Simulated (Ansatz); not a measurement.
# SnO2 (Pnnm): band gap by G0W0 on PBE, part 2 of 2

Wanted: the gap of SnO2 (Pnnm) with a many-body correction, and the time that it takes.

Ansatz 0.2.0; PBE, then G0W0 on it, plane waves, PAW. Known limits of the many-body steps: finite bands, screening cutoff and k mesh; no spin-orbit coupling in G0W0.

So far. Step 2 (The PBE band structure): Over mesh and path the gap is 0.801 eV, from k = (0.050, 0.000, 0.000) to k = Γ. The least direct gap found is 0.807 eV, at k = Γ. On the 6×6×8 mesh alone the same run gives 0.807 eV, so that mesh misses an edge of PBE: 0.807 − 0.801 = +0.006 eV.

In doubt: masses and optical values from hybrid runs of this build are listed as unsure (in some of the runs), which bears on the screening that GW takes from such a start.

## Step 3: G0W0 on the 4×4×4 mesh

G0W0 replaces the xc potential by a self-energy built once from the orbitals of the start. Levels are corrected in the window of bands that the input names, at points of the mesh.

This step: G0W0 on PBE, plane waves, PAW.

input.yaml reads:

```yaml
crystal:
  lattice:
    - [4.788004, 0.0, 0.0]
    - [0.0, 4.866582, 0.0]
    - [0.0, 0.0, 3.240898]
  atoms:
    - { symbol: Sn, position: [0.5, 0.5, 0.5] }
    - { symbol: Sn, position: [0.0, 0.0, 0.0] }
    - { symbol: O, position: [0.291855, 0.321042, 0.0] }
    - { symbol: O, position: [0.791855, 0.178958, 0.5] }
    - { symbol: O, position: [0.208145, 0.821042, 0.5] }
    - { symbol: O, position: [0.708145, 0.678958, 0.0] }
kpoints:
  mp_grid: { grid: [4, 4, 4] }
hamiltonian:
  xc: pbe
scf:
  occupations: { method: fixed }
gw:
  n_empty_bands: 485
  ecut_chi: 200.0
  qp_bands: [v2, c2]
  qp_kpoints: band_edges
  screening: { model: contour_deformation }
```

The run is started by

```sh
$ ansatz run input.yaml --threads 3 --pin off --max-ram 64512MiB --backend cuda --events-out ev --progress --plain --runs-dir out --devices 1 --max-vram 24GiB  # rebuilt from the run's record
```

Numbers of over 12 decimals in the logs are rounded to 6 here.

The log of the run:

```text
GPUs: using 1 of 1 available (devices: 1).
[...]
GPU FFT provider: cuFFT
GPU libraries: cuBLAS 13.8.2, cuFFT 12.4.0, cuSOLVER 12.3.4
Crystal: 6 atoms, lattice volume = 75.517 Å³
Basis set: ecut = 420 eV, 1479 PW (Γ)
Bands: 32, of which v1, the nominal top of the filled ones, is band 26 counted from 1 (25 counted from 0)
Symmetry: 8 space group operations
[...]
k-points: 27 of 64
[...]
GPU buffer pool allocated for 31104 grid points (all kernels)
[...]
SCF iter   1: F=—  HF=-14317.943911 eV  |F-HF|=—  |Δ(HF+E_count)|=         —  Δρ=1.30e-3  dr2=5.39e-4  ethr=1.77e-3  ⟨swp⟩=4.0  Hψ=3374  notcnv=0  defer=108
[...]
SCF iter   6: F=-14317.945827 eV  HF=-14317.945827 eV  |F-HF|=1.43e-9  |Δ(HF+E_count)|=   9.95e-8  Δρ=2.03e-6  dr2=2.66e-9  ethr=1.17e-10  ⟨swp⟩=7.1  Hψ=3890  notcnv=0
SCF 1 converged in 6 iterations: F = -14317.945827 eV  dr2 = 2.66e-9
[...]
NSCF: frozen V_eff on 27 k-points, pencils in batches of 32, up to order 128
the band table was solved once the SCF had ended and its energy, with any forces and stress, was formed, with the checks that follow a solve (3379 applications of the Hamiltonian). They found nothing against the state; the energy, forces and stress were not computed again (output.eigenvalues in the input reference)
[...]
NSCF: frozen V_eff on 27 k-points
G₀W₀ screening: q 1/27
[... further progress lines ...]
SCF converged after 6 iterations
Free energy (F): -14317.945827 eV
[...]
Internal energy: -14317.945827 eV  (E = F + TS)
E sigma→0 (E₀):  -14317.945827 eV
Fermi energy:    8.635400 eV
[...]
--- Band table (eV; the first three rows and the last of 27) ---
  k-point 0: bands = [... 22 lower, 7.5120, 8.0203, 8.0267, 8.6354, 9.4405, 14.3882, 14.7342, 14.8904, ... 2 higher]
  k-point 1: bands = [... 22 lower, 6.2264, 7.9153, 7.9868, 8.2553, 11.9786, 15.0521, 16.7399, 16.8529, ... 2 higher]
  k-point 2: bands = [... 22 lower, 7.2096, 7.2096, 7.6004, 7.6004, 14.2857, 14.2857, 18.0738, 18.0738, ... 2 higher]
  k-point 26: bands = [... 22 lower, 7.8099, 7.8099, 7.9792, 7.9792, 13.0751, 13.0751, 17.3423, 17.3423, ... 2 higher]
--- G₀W₀: contour deformation, 8 samples at zero and on the imaginary axis and 2 off it, 64 q-points, 485 empty bands' worth ---
  eigenvalues of the whole cell's RPA ε∞ on this k-mesh (on a slab, of 1 + 4πα/V) = 5.1795, 5.4086, 5.4413; static W/v taken at q = 0 is 0.188479
  bands read: the sum over 511 bands ends inside a degenerate multiplet in 18 slots, whose members it reads at an even weight; the widest, k=2: bands 511 to 512 (counted from 1) at 1/2 each
  gw.qp_kpoints: band_edges: 15 of 27 stored k-points solved, in 1 pass; an edge of the gap read off the rows below is read off those points alone
    valence top: of the k-points left out ik 19 came nearest to being solved in a further pass, in band 26 (counted from 1, as in the quasiparticle table): it holds the edge there only if its correction is more favourable than any solved in that band by at least 0.522 eV; those differ by 0.175 eV
    conduction bottom: of the k-points left out ik 21 came nearest to being solved in a further pass, in band 27 (counted from 1, as in the quasiparticle table): it holds the edge there only if its correction is more favourable than any solved in that band by at least 3.313 eV; those differ by 0.581 eV
  `?` marks the rows in doubt; gw_qp.tsv's column doubts and the gw_qp event give each row's grounds
    ik  band        ε_KS         Σx   Σc(E_QP)       V_xc       Z   E_QP_lin       E_QP  E_QP is
     0    25      8.0267   -26.2371     4.7704   -20.6703  0.7218     7.1917     7.2302  root
     0    26      8.6354   -26.4294     4.7515   -20.8497  0.7278     7.7763     7.8072  root
     0    27      9.4405   -15.1814    -2.9863   -18.5237  0.7955     9.7987     9.7964  root
     0    28     14.3882   -12.4348    -4.9173   -18.0933  0.7678    15.1437    15.1293  root
     1    25      7.9868   -26.4386     4.9021   -20.6979  0.7202     7.1104     7.1480  root
     1    26      8.2553   -26.4254     5.2337   -20.2714  0.7177     7.3042     7.3350  root
     1    27     11.9786   -15.9156    -3.6558   -20.2625  0.7773    12.6843    12.6697  root
     1    28     15.0521   -14.1111    -5.1826   -20.2457  0.7505    16.0292    16.0041  root
     2    25      7.6004   -26.1498     5.3513   -19.8414  0.7093     6.6032     6.6434  root
     2    26      7.6004   -26.1498     5.3513   -19.8414  0.7093     6.6032     6.6434  root
     2    27     14.2857   -14.8326    -4.8375   -20.6067  0.7609    15.2537    15.2223  root ?
     2    28     14.2857   -14.8326    -4.8375   -20.6067  0.7609    15.2537    15.2223  root ?
     3    25      8.0496   -26.3317     4.8121   -20.7141  0.7215     7.2034     7.2441  root ?
     3    26      8.3346   -26.3628     5.0825   -20.3902  0.7205     7.4101     7.4446  root ?
     3    27     10.7839   -16.0028    -3.0585   -19.5477  0.7832    11.2754    11.2702  root
     3    28     13.9424   -13.3357    -4.6388   -18.7204  0.7689    14.7054    14.6882  root
     4    25      7.9303   -26.3551     4.9342   -20.5595  0.7190     7.0372     7.0690  root
     4    26      8.2222   -26.5432     5.0697   -20.5839  0.7202     7.3040     7.3326  root
     4    27     12.4440   -15.4516    -3.9374   -20.1176  0.7753    13.1911    13.1727  root
     4    28     14.7662   -14.5439    -5.0500   -20.5354  0.7508    15.7318    15.7077  root
     6    25      8.0873   -26.3710     4.9101   -20.6176  0.7205     7.2054     7.2439  root
     6    26      8.0873   -26.3710     4.9101   -20.6176  0.7205     7.2054     7.2439  root
     6    27     12.6606   -15.0584    -3.9851   -19.7413  0.7734    13.3734    13.3584  root
     6    28     12.6606   -15.0584    -3.9851   -19.7413  0.7734    13.3734    13.3584  root
     8    25      8.0366   -26.8143     4.4000   -21.6324  0.7311     7.2236     7.2547  root
     8    26      8.0366   -26.8143     4.4000   -21.6324  0.7311     7.2236     7.2547  root
     8    27     14.4909   -14.8703    -4.8852   -20.6880  0.7842    15.4862    15.4233  root
     8    28     14.4909   -14.8703    -4.8852   -20.6880  0.7842    15.4862    15.4233  root
     9    25      8.0631   -26.3088     4.8646   -20.6174  0.7209     7.2026     7.2363  root
     9    26      8.5217   -26.7365     5.1194   -20.7405  0.7219     7.6145     7.6451  root
     9    27     10.6998   -15.9089    -3.0814   -19.4717  0.7842    11.1861    11.1812  root
     9    28     13.8311   -13.1804    -4.6061   -18.5130  0.7722    14.5768    14.5575  root
    10    25      7.8761   -26.2684     5.0723   -20.3019  0.7166     6.9511     6.9819  root
    10    26      8.2604   -26.5178     5.2128   -20.4001  0.7183     7.3210     7.3555  root
    10    27     12.4414   -15.4943    -3.9272   -20.1535  0.7739    13.1890    13.1734  root
    10    28     14.7251   -14.5058    -5.0206   -20.4587  0.7537    15.6869    15.6574  root
    12    25      7.9751   -26.3303     4.9976   -20.4655  0.7184     7.0787     7.1079  root
    12    26      8.2671   -26.4449     5.1635   -20.3770  0.7190     7.3291     7.3627  root
    12    27     11.5077   -15.8275    -3.4294   -19.8418  0.7840    12.1008    12.0926  root
    12    28     13.6189   -13.5169    -4.5801   -18.8328  0.7883    14.3904    14.3547  root
    13    25      7.9502   -26.4544     5.1274   -20.4361  0.7171     7.0234     7.0593  root
    13    26      8.2402   -26.6002     5.1101   -20.6050  0.7198     7.3219     7.3552  root
    13    27     12.7181   -15.1605    -4.1009   -20.0115  0.7745    13.4863    13.4681  root
    13    28     14.3073   -14.3919    -4.8549   -20.1371  0.7767    15.2416    15.1975  root
    16    25      8.0352   -26.4798     5.0635   -20.5372  0.7189     7.1162     7.1561  root
    16    26      8.0352   -26.4798     5.0635   -20.5372  0.7189     7.1162     7.1561  root
    16    27     13.4672   -14.6851    -4.4814   -19.9796  0.7694    14.3035    14.2802  root ?
    16    28     13.4672   -14.6851    -4.4814   -19.9796  0.7694    14.3035    14.2802  root ?
    18    25      8.2064   -26.4086     5.0015   -20.5409  0.7201     7.3086     7.3401  root
    18    26      8.2064   -26.4086     5.0015   -20.5409  0.7201     7.3086     7.3401  root
    18    27     12.5033   -14.9157    -3.9720   -19.5673  0.7751    13.1969    13.1829  root
    18    28     12.5033   -14.9157    -3.9720   -19.5673  0.7751    13.1969    13.1829  root
    22    25      8.0864   -26.4927     5.1464   -20.4498  0.7179     7.1552     7.1899  root
    22    26      8.0864   -26.4927     5.1464   -20.4498  0.7179     7.1552     7.1899  root
    22    27     13.4482   -14.6920    -4.4735   -19.9763  0.7727    14.2859    14.2590  root ?
    22    28     13.4482   -14.6920    -4.4735   -19.9763  0.7727    14.2859    14.2590  root ?
    26    25      7.9792   -26.5194     5.3561   -20.2359  0.7148     7.0104     7.0519  root
    26    26      7.9792   -26.5194     5.3561   -20.2359  0.7148     7.0104     7.0519  root
    26    27     13.0751   -13.4591    -4.4057   -18.6009  0.7868    13.8307    13.8113  root
    26    28     13.0751   -13.4591    -4.4057   -18.6009  0.7868    13.8307    13.8113  root
```

Run time: 40 s. Hardware: 1 × NVIDIA H100 80GB HBM3 (shared by 3 runs) with 3 threads of AMD EPYC 7R13 (Zen 3), shared host; peak memory 2.6 GiB.

Numbers from this step:

```yaml
bands_summed: 511
rpa_eps_infinity_on_this_mesh_eigenvalues: 5.179, 5.409, 5.441
plane_waves_in_the_screening_matrix: 495
q_points_in_the_mesh: 64
g0w0_gap_over_the_corrected_points: 1.989 eV
k_of_the_valence_top: 0, 0, 0
k_of_the_conduction_bottom: 0, 0, 0
starting_gap_on_the_mesh: 0.8051 eV
z_at_the_valence_top: 0.7278
z_at_the_conduction_bottom: 0.7955
least_direct_g0w0_gap_over_the_corrected_points: 1.989 eV
```

Over 15 of 27 irreducible mesh points the G0W0 gap is 1.989 eV, direct, at k = Γ. The PBE gap of this run on the mesh is 0.805 eV. The two states that bound the G0W0 gap lie that far apart at the start, so the correction of the gap is 1.989 − 0.805 = +1.184 eV. The start of this run differs from the step before in mesh (6×6×8 and 4×4×4). The program marks 8 of the 60 corrected levels as in doubt (Σc rises), neither edge state among them.

Labels follow the order of the start: v1 is the top filled band, c1 the lowest empty one; levels that stay degenerate share a row, the window can cut a multiplet, doubted levels are not marked in this list, bands outside the window were not corrected, and the list may be a part of the corrected levels. The levels before and after the correction (eV, zero at the valence-band top of each column):

```csv
,conduction bottom,valence top
Kohn-Sham,0.81,0.00
G0W0,1.99,0.00
```

```csv
,level,occupation,energy (eV)
Kohn-Sham,Γ v2,2,-0.609
Kohn-Sham,Γ v1,2,0.000
Kohn-Sham,Γ c1,0,0.805
Kohn-Sham,Γ c2,0,5.753
G0W0,Γ v2,2,-0.577
G0W0,Γ v1,2,0.000
G0W0,Γ c1,0,1.989
G0W0,Γ c2,0,7.322
```

The parts of the quasiparticle energy for the two states that bound the G0W0 gap, in eV on the run's own scale (QP = start + Σx + Σc − Vxc, with Σc at the quasiparticle energy):

```csv
edge,k,band,start,Σx,Σc,Vxc,Z,QP
valence top,Γ,26,8.635,−26.429,4.752,−20.850,0.728,7.807
conduction bottom,Γ,27,9.441,−15.181,−2.986,−18.524,0.795,9.796
```

## Step 4: Spin-orbit coupling in PBE

This run has two-component orbitals with spin-orbit coupling.

This step: DFT, PBE with spin-orbit coupling, plane waves, PAW.

input.yaml, the sections that differ from step 3:

```yaml
kpoints:
  mp_grid: { grid: [6, 6, 8] }
  band_path:
    path:
      - [0.0, 0.0, 0.0]
      - [0.5, 0.0, 0.0]
      - [0.5, 0.5, 0.0]
      - [0.0, 0.5, 0.0]
      - [0.0, 0.0, 0.5]
      - [0.5, 0.0, 0.5]
      - [0.5, 0.5, 0.5]
      - [0.0, 0.5, 0.5]
      - [0.05, 0.0, 0.0]
    npoints: 1
scf:
  occupations: { method: fermi_dirac, width: 0.02 }
  n_extra_bands: 12
magnetization:
  noncollinear: true
  spin_orbit: true
output:
  forces: true
  stress: true
  eigenvalues: true
# crystal, hamiltonian: as in step 3
# gw: removed
```

The log of the run:

```text
[...]
GPUs: using 1 of 1 available (devices: 1).
[...]
non-collinear run that drives no moment, with spin-orbit: no starting moment large enough to seed its density (crystal.atoms[].spin), no starting occupations that ask for one, no magnetisation constraint and no magnetic field, so the semilocal B_xc is pinned to zero
[...]
GPU FFT provider: cuFFT
GPU libraries: cuBLAS 13.8.2, cuFFT 12.4.0, cuSOLVER 12.3.4
Crystal: 6 atoms, lattice volume = 75.517 Å³
Basis set: ecut = 420 eV, 1479 PW (Γ), exchange–correlation on 72×72×48 points (8 copies of the dense FFT grid, shifted against one another)
Bands: 64, of which v1, the nominal top of the filled ones, is band 52 counted from 1 (51 counted from 0)
Symmetry: 8 space group operations + 8 with time reversal
[...]
k-points: 80 of 288
Projection manifold: j_resolved (fully-relativistic pseudo-atomic orbitals)
[...]
GPU buffer pool allocated for 31104 grid points (all kernels)
[...]
SCF iter   1: F=—  HF=-14323.150248 eV  |F-HF|=—  |Δ(HF+E_count)|=         —  Δρ=8.33e-2  dr2=3.75e0  dr2_m=0.00e0 (ungated)  ethr=3.10e-3  |M|=0.00e0 ∫|m|=0.00e0 μB  |m|>n=0.0e0 m-floor=0.0e0 τ_xc=0.0e0  β_m=0.30  ⟨swp⟩=6.5  Hψ=12584  notcnv=0  defer=26
[...]
spin=Noncollinear: Resta preconditioning applied to the charge; magnetization (m_x, m_y, m_z) channels mix plain (no charge-response kernel on spin).
[...]
Absolute magnetization: 0.0000 μB (∫|m|)
  site 0: m = (+0.0000, +0.0000, +0.0000) μB, |m| = 0.0000 μB  (R = 0.86 Å)
  site 1: m = (+0.0000, +0.0000, +0.0000) μB, |m| = 0.0000 μB  (R = 0.86 Å)
  site 2: m = (+0.0000, +0.0000, +0.0000) μB, |m| = 0.0000 μB  (R = 0.86 Å)
  site 3: m = (+0.0000, +0.0000, +0.0000) μB, |m| = 0.0000 μB  (R = 0.86 Å)
  site 4: m = (+0.0000, +0.0000, +0.0000) μB, |m| = 0.0000 μB  (R = 0.86 Å)
  site 5: m = (+0.0000, +0.0000, +0.0000) μB, |m| = 0.0000 μB  (R = 0.86 Å)
Free energy (F): -14322.216308 eV
[...]
Internal energy: -14322.216308 eV  (E = F + TS)
E sigma→0 (E₀):  -14322.216308 eV
Fermi energy:    9.040954 eV
[...]
--- Forces (eV/Å), atoms counted from 1 ---
  atom   1  Sn     0.00000000     0.00000000     0.00000000
  atom   2  Sn     0.00000000     0.00000000     0.00000000
  atom   3  O      0.06159776    -0.03755731     0.00000000
  atom   4  O      0.06159776     0.03755731     0.00000000
  atom   5  O     -0.06159776    -0.03755731     0.00000000
  atom   6  O     -0.06159776     0.03755731     0.00000000
  max |Σ_I F_I| component: 0.00e0 eV/Å
--- Stress (GPa, compression-positive) ---
       -0.377234       0.000000       0.000000
        0.000000      -0.566761       0.000000
        0.000000       0.000000      -0.821168
  P = ⅓ Tr σ = -0.5884 GPa (-5.884 kbar)
--- Band table (eV; the first three rows and the last of 80) ---
  k-point 0: bands = [... 48 lower, 8.0313, 8.0313, 8.6307, 8.6307, 9.4424, 9.4424, 14.3901, 14.3901, ... 8 higher]
  k-point 1: bands = [... 48 lower, 8.0561, 8.0561, 8.5660, 8.5660, 10.4107, 10.4107, 14.6669, 14.6669, ... 8 higher]
  k-point 2: bands = [... 48 lower, 7.9827, 7.9827, 8.2507, 8.2507, 11.9769, 11.9769, 15.0520, 15.0520, ... 8 higher]
  k-point 79: bands = [... 48 lower, 7.9749, 7.9749, 7.9749, 7.9749, 13.0712, 13.0712, 13.0712, 13.0712, ... 8 higher]
[key lines of the parts left out:]
SCF converged after 8 iterations
Magnetization: |M| = 0.0000 μB,  M = (+0.0000, +0.0000, +0.0000) μB
```

Wall time 9.3 s (1 × NVIDIA H100 80GB HBM3 (shared by 3 runs) with 3 threads); peak memory 0.99 GiB.

This step gave:

```
pressure             : -0.5884 GPa
gap                  : 0.8065 eV
valence top at       : k = (0.050, 0.000, 0.000)
conduction bottom at : Γ
least direct gap     : 0.8117 eV
```

Over mesh and listed points the gap is 0.807 eV, from k = (0.050, 0.000, 0.000) to k = Γ. The least direct gap found is 0.812 eV, at k = Γ. On the 6×6×8 mesh alone the same run gives 0.812 eV, so that mesh misses an edge of PBE+SOC: 0.812 − 0.807 = +0.005 eV. PBE+SOC against PBE: 0.807 − 0.801 = +0.006 eV, with the same mesh, set of files (read in its fully relativistic form for the spin-orbit run) and cutoff, and both edges at the same k points. The spin-orbit run sees mesh and listed points alone, so its gap is an upper bound: the coupling can move an edge off these points, and the change over the zone, its sign included where it is small, is not known.

## Step 5: Side by side

Each gap is the least one over the points named; times are wall times on shared hosts, not benchmarks. A G0W0 time includes the run's own self-consistent start. Runs with listed points see these and the mesh alone, so an edge that moves elsewhere is missed. Rows marked * are further runs, not shown as steps, whose inputs differ from the G0W0 step on the same start in the columns given; solver thresholds can differ too.

```csv
level,mesh,"files, cutoff","bands summed, screening",points,gap (eV),valence top,conduction bottom,least direct gap (eV),time
PBE,6×6×8,"soft_2 PAW, 420 eV",-,mesh and path,0.801,"(0.050, 0.000, 0.000)",Γ,0.807,10 s
PBE+SOC,6×6×8,"soft_2 PAW, 420 eV",-,mesh and listed points,0.807,"(0.050, 0.000, 0.000)",Γ,0.812,9.3 s
G0W0@PBE*,4×4×4,"soft_2 PAW, 420 eV","197, 100 eV",15 of 27 irreducible mesh points,1.938,Γ,Γ,1.938,11 s
G0W0@PBE,4×4×4,"soft_2 PAW, 420 eV","511, 200 eV",15 of 27 irreducible mesh points,1.989,Γ,Γ,1.989,40 s
G0W0@PBE*,4×4×4,"soft_2 PAW, 420 eV","511, 200 eV, plasmon pole",15 of 27 irreducible mesh points,2.066,Γ,Γ,2.066,37 s
```

## Step 6: What came out

| Property | Result |
| --- | --- |
| PBE gap over mesh and path | 0.801 eV, from k = (0.050, 0.000, 0.000) to k = Γ |
| G0W0@PBE gap over 15 of 27 irreducible mesh points | 1.989 eV, direct, at k = Γ |
| PBE+SOC gap over mesh and listed points | 0.807 eV |
| GW settings | 4×4×4 mesh, 485 empty bands, screening to 200 eV |
| known limits | finite bands, screening cutoff and k mesh; no spin-orbit coupling in G0W0 |

Over 15 of 27 irreducible mesh points the G0W0 gap is 1.989 eV, direct, at k = Γ. The PBE gap of this run on the mesh is 0.805 eV. The two states that bound the G0W0 gap lie that far apart at the start, so the correction of the gap is 1.989 − 0.805 = +1.184 eV. The valence state moves by 7.807 − 8.635 = −0.828 eV and the conduction state by 9.796 − 9.441 = +0.355 eV, on the run's own scale; with 197 bands the edge states move by −0.506 and +0.627 eV, so the split between the edges depends on the bands and cutoff. Over mesh and path, PBE puts the valence top at k = (0.050, 0.000, 0.000), where no G0W0 correction was computed. The G0W0 gap over the whole zone is therefore not known from this run; at its settings it can only be equal to or under the 1.989 eV found, and no correction is carried over from another point. For the start itself the gap is 0.801 eV over mesh and path and 0.805 eV on the mesh of the G0W0 run, in runs that differ in mesh (6×6×8 and 4×4×4). From 197 bands and 100 eV to 511 bands and 200 eV the gap moves by 1.989 − 1.938 = +0.051 eV; bands and screening cutoff rise together, so their parts are not told apart. Two runs can't test a law of convergence, so the limit is not known. With the plasmon pole model in place of the contour deformation model and all else as in the G0W0@PBE row with 511 bands, the gap differs by 2.066 − 1.989 = +0.077 eV. G0W0 on other starts in this series, not shown as steps and not all at these settings: 2.993 eV on HSE06 (4×4×4, soft_2 PAW, 511 bands, 200 eV) and 1.918 eV on LDA (4×4×4, soft_2 PAW, 511 bands, 200 eV). PBE+SOC against PBE: 0.807 − 0.801 = +0.006 eV, with the same mesh, set of files (read in its fully relativistic form for the spin-orbit run) and cutoff, and both edges at the same k points. The spin-orbit run sees mesh and listed points alone, so its gap is an upper bound: the coupling can move an edge off these points, and the change over the zone, its sign included where it is small, is not known. What spin-orbit coupling does to the G0W0 levels was not computed, so no sum with the G0W0 gap is formed. For the G0W0 step: the program marks 8 of the 60 corrected levels as in doubt (Σc rises), neither edge state among them. The G0W0 runs are scalar-relativistic. No pair of G0W0 runs that differ in the mesh alone is shown (4×4×4 is a supercell whose nearest images lie 13 Å apart), so the error from the mesh is not known here. G0W0 is shown with one set of atomic data (soft_2 PAW), so the error from the files is not known here.

[Paths, hosts, dates, memory and timing lines, banners, echoed tables and standing remarks are left out of the program output.]

[Logs are printed without paths, hosts, clocks, repeated set-up lines and the standing remarks that a program may print on its own settings, such as how far it seeks lower states.]

[Runs of the session that timed out or met a known fault of the program may be left out.]

[Cells called generated may have been cut or substituted from an entry of the Crystallography Open Database or the Materials Project.]

[Hosts, paths, dates, database ids (printed as entryN), source tags and the programs' standing remarks are cut or masked in the printed files.]

[Where an RPA ε∞ is given, it is that of the G0W0 mesh and is not shown converged in it. Names of k-points follow the symmetry that the program found, which can be lower than the space group named. Band edges on a path are those of the sampled points; other points can move an edge, and change direct to indirect where valleys lie close.]

[Hybrid gaps are those of their k-mesh and are not shown converged in it.]
